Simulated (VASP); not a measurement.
# ZnS (P6_3mc) in VASP: a series of runs, part 2 of 2

VASP 6.6.1. Earlier steps stand in the parts before.

**4. Single point, r2SCAN**

Input file POSCAR:

```
ZnS
1.0
    3.8110000000      0.0000000000      0.0000000000
   -1.9055000000      3.3004228138      0.0000000000
    0.0000000000      0.0000000000      6.2340000000
Zn S
2 2
Direct
    0.3333333333      0.6666666667      0.0050525968
    0.6666666667      0.3333333333      0.5050525968
    0.3333333333      0.6666666667      0.3799474032
    0.6666666667      0.3333333333      0.8799474032
```

Input file INCAR.step1:

```
  PREC = Accurate
  ENCUT = 520
  ISMEAR = 0
  SIGMA = 0.02
  LREAL = False
  LASPH = True
  NELM = 80
  NBANDS = 26
  GGA = PE
  ALGO = Normal
  EDIFF = 1E-4
  LWAVE = True
  LCHARG = False
```

Input file INCAR.step2:

```
  PREC = Accurate
  ENCUT = 520
  EDIFF = 1E-6
  ISMEAR = 0
  SIGMA = 0.02
  LREAL = False
  LASPH = True
  NELM = 80
  ALGO = Normal
  ISIF = 2
  LWAVE = False
  LCHARG = False
  METAGGA = R2SCAN
  LMIXTAU = True
  NBANDS = 26
  ISTART = 1
```

Input file KPOINTS:

```
regular mesh
0
Gamma
  6 6 4
```

Potentials or basis: VASP PAW PBE potentials, release 64 (Zn, S).

Command:

```console
> cat potpaw_PBE.64/Zn/POTCAR potpaw_PBE.64/S/POTCAR > POTCAR
> cp INCAR.step1 INCAR
> mpirun -np 1 vasp_std > vasp.out
> cp INCAR.step2 INCAR
> mpirun -np 1 vasp_std > vasp.out
```

OUTCAR:

```text
PREC = Accurate
   ENCUT = 520
   EDIFF = 1E-6
   ISMEAR = 0
   LREAL = False
   LASPH = True
   NELM = 80
   ISIF = 2
   METAGGA = R2SCAN
   ISTART = 1

 ion  position               nearest neighbor table
   1  0.333  0.667  0.005-   4 2.33   4 2.33   4 2.33   3 2.34
   2  0.667  0.333  0.505-   3 2.33   3 2.33   3 2.33   4 2.34
   3  0.333  0.667  0.380-   2 2.33   2 2.33   2 2.33   1 2.34
   4  0.667  0.333  0.880-   1 2.33   1 2.33   1 2.33   2 2.34

  LATTYP: Found a hexagonal cell.
 ALAT       =     3.8110000000
 C/A-ratio  =     1.6357911309

  Lattice vectors:

 A1 = (   3.8110000000,   0.0000000000,   0.0000000000)
 A2 = (  -1.9055000000,   3.3004228138,   0.0000000000)
 A3 = (   0.0000000000,   0.0000000000,   6.2340000000)

Analysis of symmetry for initial positions (statically):
=====================================================================
 Subroutine PRICEL returns:
 Original cell was already a primitive cell.

 Routine SETGRP: Setting up the symmetry group for a
 hexagonal supercell.

 Subroutine GETGRP returns: Found 12 space group operations
 (whereof  6 operations were pure point group operations)
 out of a pool of 24 trial point group operations.

The static configuration has the point symmetry C_3v.
 The point group associated with its full space group is C_6v.

Analysis of symmetry for dynamics (positions and initial velocities):
=====================================================================
 Subroutine PRICEL returns:
 Original cell was already a primitive cell.

 Routine SETGRP: Setting up the symmetry group for a
 hexagonal supercell.

 Subroutine GETGRP returns: Found 12 space group operations
 (whereof  6 operations were pure point group operations)
 out of a pool of 24 trial point group operations.

The dynamic configuration has the point symmetry C_3v.
 The point group associated with its full space group is C_6v.

[... 115 lines left out ...]
   IALGO  =     38    algorithm
   IMIX   =      4    mixing-type and parameters
     AMIX     =   0.40;   BMIX     =  1.00
     AMIX_MAG =   1.60;   BMIX_MAG =  1.00
  volume/ion in A,a.u.               =      19.60       132.29
  Fermi-wavevector in a.u.,A,eV,Ry     =   1.262943  2.386617 21.701647  1.595026
  Thomas-Fermi vector in A             =   2.396326
   LORBIT       =      0    0 simple, 1 ext, 2 COOP (PROOUT), +10 PAW based schemes
   METAGGA = R2SCAN    functional components
   LHFCALC =     F    Hartree Fock is set to
   AEXX    =    0.0000 exact exchange contribution
   IVDW    =     0    specifies the selected vdW correction
   LEPSILON=     F    determine dielectric tensor
   LRPA    =     F    only Hartree local field effects (RPA)
 non-spin polarized calculation
 Gauss-broadening in eV      SIGMA  =   0.02
  energy-cutoff  :      520.00
  volume of cell :       78.41
 maximum number of plane-waves:      2133
   NGX = 15   NGY = 15   NGZ = 23

 number of electron      35.9999996 magnetization

 Free energy of the ion-electron system (eV)
  ---------------------------------------------------
  ext. energy  EPLUGINS =         0.00000000
  ---------------------------------------------------
  free energy    TOTEN  =       -37.72107836 eV

  energy without entropy =      -37.72107836  energy(sigma->0) =      -37.72107836

 E-fermi :   2.0289     XC(G=0): -10.3085

 val. band max:        1.9060915229   @ k =   0.0000   0.0000   0.0000
 cond. band min:       4.6992175106   @ k =   0.0000   0.0000   0.0000
 fundamental gap:      2.7931259877
 Fermi energy:         2.0289035663

 k-point     1 :       0.0000    0.0000    0.0000
  band No.  band energies     occupation
      1     -11.8358      2.00000
      2     -10.8706      2.00000
      3      -4.6188      2.00000
      4      -4.6066      2.00000
      5      -4.6066      2.00000
      6      -4.5159      2.00000
[... 598 lines left out ...]
     25      12.1490      0.00000
     26      12.1490      0.00000

------------------------ aborting loop because EDIFF is reached ----------------------------------------

  FORCE on cell =-STRESS in cart. coord.  units (eV):
  Direction    XX          YY          ZZ          XY          YZ          ZX
  --------------------------------------------------------------------------------------
  -------------------------------------------------------------------------------------
  Total       -0.0313532     -0.0313532      0.0816166      0.0000000      0.0000000      0.0000000
  in kB       -0.6406451     -0.6406451      1.6676848      0.0000000      0.0000000      0.0000000
  external PRESSURE =       0.1287982 kB  Pullay stress =       0.0000000 kB

 VOLUME and BASIS-vectors are now :
 -----------------------------------------------------------------------------
  energy-cutoff  :      520.00
  volume of cell :       78.41
      direct lattice vectors                 reciprocal lattice vectors
     3.811000000  0.000000000  0.000000000     0.262398321  0.151495741  0.000000000
    -1.905500000  3.300422814  0.000000000     0.000000000  0.302991482  0.000000000
     0.000000000  0.000000000  6.234000000     0.000000000  0.000000000  0.160410651

 POSITION                                       TOTAL-FORCE (eV/Angst)
 -----------------------------------------------------------------------------------
     -0.00000      2.20028      0.03150         0.000000     -0.000000      0.005533
      1.90550      1.10014      3.14850        -0.000000      0.000000      0.005533
     -0.00000      2.20028      2.36859         0.000000     -0.000000     -0.005533
      1.90550      1.10014      5.48559         0.000000     -0.000000     -0.005533
 -----------------------------------------------------------------------------------
    total drift:                               -0.000000     -0.000000      0.006007

  FREE ENERGIE OF THE ION-ELECTRON SYSTEM (eV)
  ---------------------------------------------------
  free  energy   TOTEN  =       -37.7210783591 eV

  energy  without entropy=      -37.7210783591  energy(sigma->0) =      -37.72107836
```

OUTCAR.step1:

```text
PREC = Accurate
   ENCUT = 520
   ISMEAR = 0
   LREAL = False
   LASPH = True
[... 833 lines left out ...]
     -0.00000      2.20028      0.03150        -0.000000      0.000000      0.004459
      1.90550      1.10014      3.14850         0.000000     -0.000000      0.004459
     -0.00000      2.20028      2.36859         0.000000      0.000000     -0.004459
      1.90550      1.10014      5.48559         0.000000     -0.000000     -0.004459
 -----------------------------------------------------------------------------------
    total drift:                               -0.000000     -0.000001      0.000249

  FREE ENERGIE OF THE ION-ELECTRON SYSTEM (eV)
  ---------------------------------------------------
  free  energy   TOTEN  =       -13.6724795748 eV

  energy  without entropy=      -13.6724795748  energy(sigma->0) =      -13.67247957
```

Wall time 2.1 min (1 thread of Intel Xeon 8259CL, shared host); peak memory 0.21 GiB.

Results:

```
Free energy            : -37.7211 eV
Pressure               : 0.0 GPa
Largest force          : 0.006 eV/Å
Band gap on the k mesh : 2.79 eV
```

Forces on the atoms (eV/Å):
```
Zn   0.000  0.000  0.006
Zn   0.000  0.000  0.006
S    0.000  0.000 -0.006
S    0.000  0.000 -0.006
```

Caveat: the PAW data sets were made with another functional, which shifts forces and pressure a little.

**5. Single point, r2SCAN (20.18 Å³/atom)**

This run uses another cell than the first one, of 20.18 Å³/atom.

Input file POSCAR:

```
ZnS
1.0
    3.8444145217      0.0000000000      0.0000000000
   -1.9222072608      3.3293606385      0.0000000000
    0.0000000000      0.0000000000      6.3075782499
Zn S
2 2
Direct
    0.3333333333      0.6666666667      0.0053880709
    0.6666666667      0.3333333333      0.5053880709
    0.3333333333      0.6666666667      0.3796119291
    0.6666666667      0.3333333333      0.8796119291
```

INCAR.step1 is that of step 4.

Changes to INCAR.step2 since step 4:

```diff
@@ -2,3 +2,3 @@
   ENCUT = 520
-  EDIFF = 1E-6
+  EDIFF = 1E-7
   ISMEAR = 0
```

Input file KPOINTS:

```
Automatic mesh
0
Gamma
  6 6 4
```

Command:

```console
> cat potpaw_PBE.64/Zn/POTCAR potpaw_PBE.64/S/POTCAR > POTCAR
> cp INCAR.step1 INCAR
> mpirun -np 1 vasp_std > vasp.out
> cp INCAR.step2 INCAR
> mpirun -np 1 vasp_std > vasp.out
```

Run time: 2.9 min. Hardware: 1 thread of Intel Xeon 8259CL, shared host; peak memory 0.22 GiB.

It converged, with:

- Free energy: -37.7044 eV
- Pressure: -2.2 GPa
- Largest force: 0.008 eV/Å
- Band gap on the k mesh: 2.64 eV

Forces in eV/Å, atoms in the order of the input:
```
Zn   0.000  0.000  0.008
Zn   0.000  0.000  0.008
S    0.000  0.000 -0.008
S    0.000  0.000 -0.008
```

Levels at points of the mesh, in eV from the valence-band top:
| k point | band 15 | band 16 | band 17 | band 18 | band 19 | band 20 | band 21 | band 22 |
| --- | --- | --- | --- | --- | --- | --- | --- | --- |
| (0.00, 0.00, 0.00) | -0.88 | -0.08 | 0.00 | 0.00 | 2.64 | 3.56 | 6.82 | 6.82 |
| (0.50, 0.00, 0.00) | -3.21 | -2.20 | -1.64 | -0.87 | 4.07 | 4.69 | 5.47 | 7.39 |
| (0.00, 0.00, 0.50) | -0.46 | -0.46 | -0.46 | -0.46 | 4.02 | 4.02 | 7.27 | 7.27 |
| (0.50, 0.00, 0.50) | -1.61 | -1.61 | -1.58 | -1.58 | 3.95 | 3.95 | 5.67 | 5.67 |

Caveat: the PAW data sets were made with another functional, which shifts forces and pressure a little.

**6. Single point, r2SCAN (20.77 Å³/atom)**

This run uses another cell than the first one, of 20.77 Å³/atom.

Input file POSCAR:

```
ZnS
1.0
    3.8836644278      0.0000000000      0.0000000000
   -1.9418322139      3.3633520543      0.0000000000
    0.0000000000      0.0000000000      6.3607497755
Zn S
2 2
Direct
    0.3333333333      0.6666666667      0.0051602435
    0.6666666667      0.3333333333      0.5051602435
    0.3333333333      0.6666666667      0.3798397565
    0.6666666667      0.3333333333      0.8798397565
```

Input file INCAR.step1:

```
SYSTEM = ZnS
ALGO = Normal
EDIFF = 1E-4
ENCUT = 520
GGA = PE
ISMEAR = 0
LASPH = .True.
LCHARG = .False.
LREAL = .False.
LWAVE = .True.
NBANDS = 26
NELM = 80
PREC = Accurate
SIGMA = 0.02
```

Input file INCAR.step2:

```
SYSTEM = ZnS
ALGO = Normal
EDIFF = 1E-6
ENCUT = 520
ISIF = 2
ISMEAR = 0
ISTART = 1
LASPH = .True.
LCHARG = .True.
LELF = .True.
LMIXTAU = .True.
LREAL = .False.
LVHAR = .True.
LWAVE = .False.
METAGGA = R2SCAN
NBANDS = 26
NELM = 80
PREC = Accurate
SIGMA = 0.02
```

Input file KPOINTS:

```
k-points
0
Gamma
  6 6 4
  0 0 0
```

Potentials or basis: VASP PAW PBE potentials, release 64 (Zn, S).

Command:

```console
> cat potpaw_PBE.64/Zn/POTCAR potpaw_PBE.64/S/POTCAR > POTCAR
> cp INCAR.step1 INCAR
> mpirun -np 1 vasp_std > vasp.out
> cp INCAR.step2 INCAR
> mpirun -np 1 vasp_std > vasp.out
```

It took 2.9 min on 1 thread of Intel Xeon 8259CL, shared host; peak memory 0.22 GiB.

The run converged. Its results:

```
Free energy            : -37.6581 eV
Pressure               : -4.0 GPa
Largest force          : 0.005 eV/Å
Band gap on the k mesh : 2.51 eV
```

Forces in eV/Å, atoms in the order of the input:
```
Zn   0.000  0.000  0.005
Zn   0.000  0.000  0.005
S    0.000  0.000 -0.005
S    0.000  0.000 -0.005
```

Levels at points of the mesh, in eV from the valence-band top:
| k point | band 15 | band 16 | band 17 | band 18 | band 19 | band 20 | band 21 | band 22 |
| --- | --- | --- | --- | --- | --- | --- | --- | --- |
| (0.00, 0.00, 0.00) | -0.84 | -0.07 | 0.00 | 0.00 | 2.51 | 3.49 | 6.83 | 6.83 |
| (0.50, 0.00, 0.00) | -3.07 | -2.10 | -1.56 | -0.83 | 4.08 | 4.62 | 5.50 | 7.41 |
| (0.00, 0.00, 0.50) | -0.44 | -0.44 | -0.44 | -0.44 | 3.92 | 3.92 | 7.21 | 7.21 |
| (0.50, 0.00, 0.50) | -1.53 | -1.53 | -1.51 | -1.51 | 3.94 | 3.94 | 5.69 | 5.69 |

Caveat: the cell stands under tension; the PAW data sets were made with another functional, which shifts forces and pressure a little.

**7. The runs side by side**

```csv
cell,gap on the mesh (eV),pressure (GPa),largest force (eV/Å)
"a = 3.807, b = 3.807, c = 6.246 Å, angles 90.0, 90.0, 120.0°, 4 atoms",2.79,0.0,-
"a = 3.811, b = 3.811, c = 6.234 Å, angles 90.0, 90.0, 120.0°, 4 atoms",2.79,0.0,0.01
"a = 3.844, b = 3.844, c = 6.308 Å, angles 90.0, 90.0, 120.0°, 4 atoms",2.64,-2.2,0.01
"a = 3.884, b = 3.884, c = 6.361 Å, angles 90.0, 90.0, 120.0°, 4 atoms",2.51,-4.0,-
```

Alike in all rows: task single point; level r2SCAN; potentials or basis VASP PAW PBE potentials, release 64 (Zn, S); no spin polarisation; k mesh 6 × 6 × 4; cutoff (eV) 520; smearing gaussian 0.02 eV.

Caveats: the PAW data sets were made with another functional, which shifts forces and pressure a little; the cell stands under tension (at least some runs).

Absolute energies hang on the potentials; compare differences alone.

**8. Against experiment**

Step 2. Against the measured gap of ZnS, 3.911 eV (direct; 4 K; a printed reference work, monograph), the calculated 2.79 eV is off by -1.13 eV. The value is that of r2SCAN, without temperature or zero-point motion.

Step 3. Against the measured gap of ZnS, 3.911 eV (direct; 4 K; a printed reference work, monograph), the calculated 2.79 eV is off by -1.13 eV. The value is that of r2SCAN, without temperature or zero-point motion.
